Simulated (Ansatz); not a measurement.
**How settings move the results for Sb**

```
Sb
1.0
     3.16000    0.00000    0.00000
     0.00000    3.16000    0.00000
     0.00000    0.00000    3.16000
Sb
1
Direct
  0.00000 0.00000 0.00000
```

The cell is COD entry 9013008, as deposited and not checked against the literature; nothing was relaxed.

Spin–orbit coupling is left out, though it moves levels of the heavy atoms by tenths of an eV or more.

All numbers below come from Ansatz 0.2.0, DFT, PBE, all-electron LAPW, scalar-relativistic.

The runs use a Γ-centred 13×13×13 k mesh, Fermi–Dirac smearing of 0.05 eV, basis error target 1 meV/atom, no spin polarisation. One setting is then changed at a time.

```
LAPW cutoff (eV)  free energy less the base's (meV/atom)  P (GPa)
      184 (base)                                     0.0    -2.50
             120                                       ?        ?
             150                                     1.1    -2.48
             260                                    -0.2    -2.50
             320                                    -0.2    -2.50
```

(1) What belongs in the row "120", column "free energy less the base's (meV/atom)"?

(2) Give the missing entry: row "120", column "P (GPa)".

Answers

(1) 5.9.

(2) -2.43.
